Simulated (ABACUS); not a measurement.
# Ge (Fd-3m) in ABACUS: further runs

The runs below take Ge through single point, relaxation of cell and atoms, with RPBE.

Program: ABACUS 3.10.1. These are calculated values, not measurements. Logs are shortened: lines on timing, memory, paths and dates and some standing lists are left out, and cuts for length are marked.

**The experiment to reproduce.**

“Electronic and optical properties of SixGe1-x-ySny alloys lattice-matched to Ge”, 2021, arxiv:2109.02782 reports, for a bulk crystal of Ge at 293 K: band gap 0.666 eV (indirect).

The results are compared with them further down.

## 1. Starting point

It takes space group Fd-3m (No. 227, cubic). Conventional cell: a = 5.658 Å, b = 5.658 Å, c = 5.658 Å, α = 90.00°, β = 90.00°, γ = 90.00°. Around Ge (site symmetry -43m) lie 4 Ge at 2.45 Å.

## 2. Single point, RPBE

run_abacus.py reads:

```python
"""ABACUS run from a structure file: ASE reads it, the script writes STRU, KPT and INPUT."""
import re
import subprocess
from ase.io import read
from ase.units import Bohr

atoms = read("POSCAR")
atoms = atoms[(-atoms.numbers).argsort(kind="stable")]  # ABACUS lists atoms element by element
pseudo = {'Ge': 'Ge.upf'}
orbital = {}
magmoms = None
kmesh = [6, 6, 6]
params = {
    'suffix': 'Ge',
    'calculation': 'scf',
    'basis_type': 'pw',
    'pseudo_dir': './',
    'symmetry': 1,
    'dft_functional': 'GGA_X_RPBE+GGA_C_PBE',
    'ecutwfc': 79,
    'pseudo_rcut': 10,
    'nspin': 1,
    'nbands': 24,
    'ks_solver': 'dav',
    'smearing_method': 'fd',
    'smearing_sigma': 0.00367493,
    'scf_thr': 1e-08,
    'scf_nmax': 100,
    'mixing_type': 'broyden',
    'mixing_beta': 0.7,
    'cal_force': 1,
    'cal_stress': 1,
    'out_chg': 1,
    'out_pot': 2,
    'out_elf': 1,
}

symbols = atoms.get_chemical_symbols()
elements = list(dict.fromkeys(symbols))
lines = ["ATOMIC_SPECIES"] + [f"{e} {atoms.get_masses()[symbols.index(e)]:.4f} {pseudo[e]}" for e in elements]
if orbital:
    lines += ["", "NUMERICAL_ORBITAL"] + [orbital[e] for e in elements]
lines += ["", "LATTICE_CONSTANT", f"{1 / Bohr:.10f}", "", "LATTICE_VECTORS"]
lines += [" ".join(f"{x:.10f}" for x in v) for v in atoms.cell]
lines += ["", "ATOMIC_POSITIONS", "Direct"]
for e in elements:
    lines += ["", e, "0.0", str(symbols.count(e))]
    for i, p in enumerate(atoms.get_scaled_positions(wrap=False)):
        if symbols[i] == e:
            mag = "" if magmoms is None else " mag " + " ".join(str(x) for x in (magmoms[i] if isinstance(magmoms[i], list) else [magmoms[i]]))
            lines.append(" ".join(f"{x:.10f}" for x in p) + " 1 1 1" + mag)
open("STRU", "w").write("\n".join(lines) + "\n")
open("KPT", "w").write("K_POINTS\n0\nGamma\n%d %d %d 0 0 0\n" % tuple(kmesh))
open("INPUT", "w").write("INPUT_PARAMETERS\n" + "".join(f"{k:<20s}{v}\n" for k, v in params.items()))

done = subprocess.run(['mpirun', '-np', '4', 'abacus'])
if done.returncode:
    raise SystemExit(done.returncode)
log = open("OUT.Ge/running_scf.log").read()
print("final energy (eV):", re.findall(r"FINAL_ETOT_IS (\S+)", log))
```

POSCAR reads:

```
Ge
1.0
    0.0000000000      2.8289100000      2.8289100000
    2.8289100000      0.0000000000      2.8289100000
    2.8289100000      2.8289100000      0.0000000000
Ge
2
Direct
    0.7500000000      0.7500000000      0.7500000000
    0.5000000000      0.5000000000      0.5000000000
```

Potentials or basis: PseudoDojo NC SR 0.4.1 PBE standard, plane waves.

Launch:

```
OMP_NUM_THREADS=1 python run_abacus.py > log
```

running log:

```text
ABACUS v3.10.1

               Atomic-orbital Based Ab-initio Computation at UStc

 ------------------------------------------------------------------------------------

 READING GENERAL INFORMATION
                           global_out_dir = OUT.Ge/
                           global_in_card = INPUT
                               pseudo_dir = ./
                              orbital_dir =
                                    DSIZE = 4
                                    GSIZE = 1

 READING UNITCELL INFORMATION
                                    ntype = 1
                  lattice constant (Bohr) = 1.88973
              lattice constant (Angstrom) = 1

 READING ATOM TYPE 1
                               atom label = Ge
                      L=0, number of zeta = 1
                      L=1, number of zeta = 1
                      L=2, number of zeta = 1
             number of atom for this type = 2

                        TOTAL ATOM NUMBER = 2
DIRECT COORDINATES
    atom                   x                   y                   z     mag                  vx                  vy                  vz
taud_Ge1            0.7500000000        0.7500000000        0.7500000000  0.0000        0.0000000000        0.0000000000        0.0000000000
taud_Ge2            0.5000000000        0.5000000000        0.5000000000  0.0000        0.0000000000        0.0000000000        0.0000000000

                          Volume (Bohr^3) = 305.551
                             Volume (A^3) = 45.278

 Lattice vectors: (Cartesian coordinate: in unit of a_0)
                   +0            +2.82891            +2.82891
             +2.82891                  +0            +2.82891
             +2.82891            +2.82891                  +0
 Reciprocal vectors: (Cartesian coordinate: in unit of 2 pi/a_0)
            -0.176747           +0.176747           +0.176747
            +0.176747           -0.176747           +0.176747
            +0.176747           +0.176747           -0.176747
 The esolver type has been set to : ksdft_pw

                PAO radial cut off (Bohr) = 10

 Read in pseudopotential file is Ge.upf
                     pseudopotential type = NC
          exchange-correlation functional = PBE
                 nonlocal core correction = 1
                        valence electrons = 14
                                     lmax = 2
                           number of zeta = 3
                     number of projectors = 6
                           L of projector = 0
                           L of projector = 0
                           L of projector = 1
                           L of projector = 1
                           L of projector = 2
                           L of projector = 2
 XC functional updated to : GGA_X_RPBE+GGA_C_PBE
          exchange-correlation functional = GGA_X_RPBE+GGA_C_PBE
     initial pseudo atomic orbital number = 18

 SETUP THE ELECTRONS NUMBER
            electron number of element Ge = 14
      total electron number of element Ge = 28
            AUTOSET number of electrons:  = 28
                           occupied bands = 14
                                   NBANDS = 24
                                   NLOCAL = 18

%%%%%%%%%%%%%%%%%%%%%%%%%%%%%%%%%%%%%%%%%%%%%%%%%%%%%%%%%%%%%%%%%%%%%%%%%%%%%%%%%%%%%%%%%%%%%%%%%%%%%%%%%%
 Warning: the number of valence electrons in pseudopotential > 4 for Ge: [Ar] 3d10 4s2 4p2
 Pseudopotentials with additional electrons can yield (more) accurate outcomes, but may be less efficient.
 If you're confident that your chosen pseudopotential is appropriate, you can safely ignore this warning.
%%%%%%%%%%%%%%%%%%%%%%%%%%%%%%%%%%%%%%%%%%%%%%%%%%%%%%%%%%%%%%%%%%%%%%%%%%%%%%%%%%%%%%%%%%%%%%%%%%%%%%%%%%

 SETUP THE PLANE WAVE BASIS
 energy cutoff for charge/potential (unit:Ry) = 316
            fft grid for charge/potential = [ 45, 45, 45 ]
                        fft grid division = [ 1, 1, 1 ]
        big fft grid for charge/potential = [ 45, 45, 45 ]
                                     nbxx = 24300
                                     nrxx = 24300

 SETUP PLANE WAVES FOR CHARGE/POTENTIAL
                    number of plane waves = 29003
                         number of sticks = 1261

 PARALLEL PW FOR CHARGE/POTENTIAL
     PROC   COLUMNS(POT)             PW
        1            316           7251
        2            313           7251
        3            316           7250
        4            316           7251
 --------------- sum -------------------
        4           1261          29003
                            number of |g| = 306
                                  max |g| = 28.584
                                  min |g| = 0.093718

----------- Double Check Mixing Parameters Begin ------------
[... 32 lines left out ...]
                                       C2 = 3
                                       C3 = 8
                                       C4 = 0
                                       C6 = 0
                                       S1 = 6
                                       S3 = 0
                                       S4 = 6
                                       S6 = 0
                              POINT GROUP = T_d
               POINT GROUP IN SPACE GROUP = O_h

 SETUP K-POINTS
                                    nspin = 1
                   Input type of k points = Monkhorst-Pack(Gamma)
                                   nkstot = 216
                       right hand lattice = 1
(for reciprocal lattice: )
                             BRAVAIS TYPE = 2
                     BRAVAIS LATTICE NAME = 02. Cubic I (body-centered)
                                    ibrav = 2
                       right hand lattice = 1
(for k-lattice: )
                             BRAVAIS TYPE = 2
                     BRAVAIS LATTICE NAME = 02. Cubic I (body-centered)
                                    ibrav = 2
                       right hand lattice = 1
                        ROTATION MATRICES = 48
                               nkstot_ibz = 16
K-POINTS REDUCTION ACCORDING TO SYMMETRY
     IBZ    DIRECT_X    DIRECT_Y    DIRECT_Z  WEIGHT  ibz2bz
       1  0.00000000  0.00000000  0.00000000  0.0046       0
       2  0.16666667  0.16666667  0.16666667  0.0370       1
       3  0.33333333  0.33333333  0.33333333  0.0370       2
       4  0.50000000  0.50000000  0.50000000  0.0185       3
       5  0.16666667  0.16666667  0.00000000  0.0278       7
       6  0.33333333  0.33333333  0.16666667  0.1111       8
[... 8 lines left out ...]
      15  0.50000000  0.33333333 -0.33333333  0.1111      52
      16  0.50000000  0.33333333 -0.16666667  0.0556      58

                               nkstot now = 16
[... K-POINTS DIRECT COORDINATES: 16 rows ...]

           k-point number in this process = 16
       minimum distributed K point number = 16
[... stars of the k points ...]

[... K-POINTS CARTESIAN COORDINATES: 16 rows ...]

[... K-POINTS DIRECT COORDINATES: 16 rows ...]

 SETUP PLANE WAVES FOR WAVE FUNCTIONS
     energy cutoff for wavefunc (unit:Ry) = 79
              fft grid for wave functions = [ 45, 45, 45 ]
                    number of plane waves = 4645
                         number of sticks = 367

 PARALLEL PW FOR WAVE FUNCTIONS
     PROC   COLUMNS(POT)             PW
        1             91           1161
        2             92           1161
        3             92           1161
        4             92           1162
 --------------- sum -------------------
        4            367           4645

 SETUP NONLOCAL PSEUDOPOTENTIALS IN PLANE WAVE BASIS
 Ge non-local projectors:
 projector 1 L=0
 projector 2 L=0
 projector 3 L=1
 projector 4 L=1
 projector 5 L=2
 projector 6 L=2
      TOTAL NUMBER OF NONLOCAL PROJECTORS = 36

 Init Non-Local PseudoPotential table :
 Init Non-Local-Pseudopotential done.

                                     npwx = 929

 Make real space PAO into reciprocal space.
       max mesh points in Pseudopotential = 1001
     dq(describe PAO in reciprocal space) = 0.01
                                    max q = 1071

 number of pseudo atomic orbitals for Ge is 3
WARNING: norm of atomic wavefunction # 3 of atomic type Ge is 0.999795, renormalized

 -------------------------------------------
 SELF-CONSISTENT
 -------------------------------------------
                                 init_chg = atomic

 PW ALGORITHM --------------- ION=   1  ELEC=   1--------------------------------
 Notice: Threshold on eigenvalues was too large.
 hsover_error=0.28 > DRHO=0.0321315
 Origin diag ethr = 0.01
 New diag ethr = 0.000114755

 Density error is 0.032590285317
                          Error Threshold = 0.000114755351167
----------------------------------------------------------
     Energy           Rydberg                 eV
----------------------------------------------------------
 E_KohnSham     -357.5239514134      -4864.3629106976
 E_Harris       -356.9703462304      -4856.8307257658
 E_Fermi        0.6973729517         9.4882457740
----------------------------------------------------------
[... 63 lines left out ...]
 Density error is 1.51470019483e-10
                          Error Threshold = 6.1329776414e-11
----------------------------------------------------------
     Energy           Rydberg                 eV
----------------------------------------------------------
 E_KohnSham     -357.5251884200      -4864.3797410353
 E_KS(sigma->0) -357.5251541233      -4864.3792744054
 E_Harris       -357.5250914907      -4864.3784222452
 E_band         -19.8535360910       -270.1212162864
 E_one_elec     -183.2586155364      -2493.3613788860
 E_Hartree      110.8592496613       1508.3174713979
 E_xc           -87.6249958739       -1192.1992311114
 E_Ewald        -197.5007580777      -2687.1356691760
 E_entropy(-TS) -0.0000685933        -0.0009332598
 E_descf        0.0000000000         0.0000000000
 E_exx          0.0000000000         0.0000000000
 E_Fermi        0.7218553351         9.8213456884
----------------------------------------------------------

 charge density convergence is achieved
 final etot is -4864.379741 eV
 EFERMI = 9.8213456884 eV
The vacuum level is 11.33786624 eV

 STATE ENERGY(eV) AND OCCUPATIONS    NSPIN == 1
 1/16 kpoint (Cartesian) = 0.0000 0.0000 0.0000 (925 pws)
       1       -15.2754     0.00925926
       2       -15.2754     0.00925926
       3       -15.2754     0.00925926
       4       -15.2418     0.00925926
       5       -15.2418     0.00925926
       6       -15.0336     0.00925926
[... 146 lines left out ...]
      23        24.2381        0.00000
      24        25.5176        0.00000

[... levels at 10 further k points ...]

------------------------------------------------------------------------------------------
 TOTAL-FORCE (eV/Angstrom)
------------------------------------------------------------------------------------------
                       Ge1         0.0000000000         0.0000000000         0.0000000000
                       Ge2         0.0000000000         0.0000000000         0.0000000000
------------------------------------------------------------------------------------------

----------------------------------------------------------------
 TOTAL-STRESS (KBAR)
----------------------------------------------------------------
        61.0139002618         0.0000000000        -0.0000000000
         0.0000000000        61.0139002618        -0.0000000000
         0.0000000000        -0.0000000000        61.0139002618
----------------------------------------------------------------
 TOTAL-PRESSURE: 61.013900 KBAR

 --------------------------------------------
 !FINAL_ETOT_IS -4864.3797410353363375 eV
 --------------------------------------------
```

Wall time 7.6 s (4 MPI ranks of Intel Xeon Platinum 8488C (Sapphire Rapids), shared host); peak memory 0.32 GiB.

What came out:

```
Free energy            : -4864.3797 eV
Pressure               : 6.1 GPa
Band gap on the k mesh : 0.20 eV, direct
```

Caveat: the potentials were made for another functional, which shifts forces and pressure.

## 3. Relaxation of cell and atoms, RPBE

INPUT reads:

```
INPUT_PARAMETERS
suffix              Ge
calculation         cell-relax
basis_type          pw
pseudo_dir          ./
latname             fcc
symmetry            1
dft_functional      GGA_X_RPBE+GGA_C_PBE
ecutwfc             79
pseudo_rcut         10
nspin               1
nbands              18
ks_solver           dav
smearing_method     fd
smearing_sigma      0.00367493
scf_thr             1e-08
scf_nmax            100
mixing_type         broyden
mixing_beta         0.7
cal_force           1
cal_stress          1
relax_nmax          60
force_thr_ev        0.005
relax_method        cg
out_stru            1
stress_thr          0.2
kpar                4
```

STRU reads:

```
ATOMIC_SPECIES
Ge 72.6300 Ge.upf

LATTICE_CONSTANT
10.6917302624

ATOMIC_POSITIONS
Direct

Ge
0.0
2
0.2500000000 0.2500000000 0.2500000000 1 1 1
0.5000000000 0.5000000000 0.5000000000 1 1 1
```

KPT reads:

```
K_POINTS
0
Gamma
6 6 6 0 0 0
```

Potentials or basis: PseudoDojo NC SR 0.4.1 PBE standard, plane waves.

Launch:

```
OMP_NUM_THREADS=1 mpirun -np 4 abacus > log
```

It took 12 s on 4 MPI ranks of Intel Xeon Platinum 8488C (Sapphire Rapids), shared host; peak memory 0.36 GiB.

It converged, with:

```yaml
Free_energy: -4864.4571 eV
Relaxed_volume: 24.78 Å³/atom
Relaxed_cell: a = 4.123 Å, b = 4.123 Å, c = 4.123 Å, α = 60.00°, β = 60.00°, γ = 60.00°
Space_group_after_relaxing_to_0.05_Å: Fd-3m (No. 227)
Energy_gained_by_relaxing: 38.7 meV/atom
Ionic_steps: 3
Pressure_after_relaxing: 0.0 GPa
Band_gap_on_the_k_mesh: none (metal or under the smearing width)
```

The path:
```csv
step,energy change (eV),largest force (eV/Å),pressure (GPa),volume (Å³)
1,0.0000,0.0000,6.10,45.28
2,-0.0653,0.0000,-2.08,51.39
3,-0.0774,0.0000,0.01,49.56
```

Final structure:
```
Ge
1.0
    -2.91535    0.00000    2.91535
     0.00000    2.91535    2.91535
    -2.91535    2.91535    0.00000
Ge
2
Direct
  0.25000 0.25000 0.25000
  0.50000 0.50000 0.50000
```

Levels at points of the mesh, in eV from the Fermi level:
```tsv
k point	band 10	band 11	band 12	band 13	band 14	band 15	band 16
(0.00, 0.00, 0.00)	-24.63	-12.04	-0.57	0.03	0.03	0.03	2.54
(0.50, 0.50, 0.50)	-24.60	-10.16	-7.14	-1.24	-1.24	0.06	3.72
(0.50, 0.50, 0.00)	-24.59	-8.48	-8.48	-2.74	-2.74	0.95	0.95
```

Caveat: the potentials were made for another functional, which shifts forces and pressure; this crystal is a semiconductor, whose small gap the functional closes, so the metal is an error of the method. Zero-point motion and thermal expansion aren't in these numbers.

## 4. How close it comes

Step 2. Against the measured gap of Ge, 0.666 eV (indirect; 293 K; “Electronic and optical properties of SixGe1-x-ySny alloys lattice-matched to Ge”, 2021, arxiv:2109.02782), the calculated 0.20 eV is off by -0.47 eV. 3 values of this kind are on record (0.666 to 0.807 eV); this one was drawn at random among those near their median. Spin-orbit coupling on Ge is left out. The value is that of RPBE on a finite k mesh, which can miss the band edges, without temperature or zero-point motion. Semilocal functionals fall short of measured gaps as a rule.
